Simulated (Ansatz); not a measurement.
**A strain series on NaI (zincblende): epitaxial in the plane normal to [111]**

NaI (zincblende), relaxed with r2SCAN in the PAW code Ansatz, then strained (epitaxial in the plane normal to [111]; changes of length per length, axes as in the cell below) with the atoms relaxed again within the symmetry that is left. It is cubic, F-43m (No. 216); a = 7.086 Å in the conventional setting, 44.48 Å³ an atom. Na has 4 I at 3.07 Å; I has 4 Na at 3.07 Å. Spin-unpolarised throughout. Whether this structure exists isn't addressed.

```yaml
crystal:
  lattice:
    - [0.00000, 3.54319, 3.54319]
    - [3.54319, 0.00000, 3.54319]
    - [3.54319, 3.54319, 0.00000]
  atoms:
    - { symbol: Na, position: [0.00000, 0.00000, 0.00000] }
    - { symbol: I, position: [0.25000, 0.25000, 0.25000] }
```

Gaps are the least over each mesh (PBE 6×6×6, r2SCAN 6×6×6 when unstrained) and the special points, which keep their unstrained names; stress is the change from the unstrained cell, compression positive.

```csv
strain (%),free normal strain (%),"gap, PBE (eV)","gap, r2SCAN (eV)","edges, r2SCAN","in-plane stress, r2SCAN (GPa)","energy rise, r2SCAN (meV/atom)"
0.0,0.00,3.825,4.419,Γ,0.00,0.0
+3.9,-5.08,3.594,4.180,Γ,-0.52,5.4
+5.38,-6.93,3.505,4.088,Γ,-0.74,10.2
```

**Question.** Estimate the row for a strain of -1.61 %.

**Answer.**
```csv
strain (%),free normal strain (%),"gap, PBE (eV)","gap, r2SCAN (eV)","edges, r2SCAN","in-plane stress, r2SCAN (GPa)","energy rise, r2SCAN (meV/atom)"
-1.61,+1.94,3.804,4.397,Γ,+0.22,1.0
```

Between zero and the nearest strains the slope of the r2SCAN gap against strain is +0.014 eV per percent for negative and -0.061 for positive strain; it falls either way, as happens when edge states split or other valleys take over.

Spin-orbit coupling is left out, which matters wherever the heavy atoms make up the band edges.
